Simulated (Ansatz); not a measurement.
Input and command of a plane-wave DFT calculation in Ansatz:

```yaml
crystal:
  lattice:
    - [-3.8319083593, 0.0, 0.0]
    - [0.0, 0.0, -6.3418199252]
    - [0.0, -6.6370599682, 0.0]
  atoms:
    - { symbol: Si, position: [0.5, 0.9369091215, 0.1515997545] }
    - { symbol: Si, position: [1.0, 0.9369091215, 0.6515997545] }
    - { symbol: Si, position: [0.0, 0.4369091215, 0.3484002455] }
    - { symbol: Si, position: [0.5, 0.4369091215, 0.8484002455] }
    - { symbol: Si, position: [0.5, 0.5630908785, 0.1817335789] }
    - { symbol: Si, position: [1.0, 0.5630908785, 0.6817335789] }
    - { symbol: Si, position: [0.0, 0.0630908785, 0.3182664211] }
    - { symbol: Si, position: [0.5, 0.0630908785, 0.8182664211] }
basis:
  ecutwfc: 500
kpoints:
  mp_grid: { grid: [8, 4, 4] }
hamiltonian:
  xc: r2scan
scf:
  occupations: { method: gaussian, width: 0.05 }
output:
  forces: true
  stress: true
  eigenvalues: true
```

```bash
ansatz run input.yaml --threads 2 --pin off --max-ram 5120MiB --backend cpu --events-out ev --progress --plain --runs-dir out
```

Processor: Intel(R) Xeon(R) 6975P-C (Granite Rapids), 2 threads, on a host shared with other jobs.

How long does it run, and how much memory does it take?

About 8.5 s on 2 threads of Intel(R) Xeon(R) 6975P-C (Granite Rapids), on a shared host, peak memory 0.7 GiB. It solves 24 bands at 45 k points (the mesh reduced by symmetry) with about 4071 plane waves, in 6 SCF iterations.
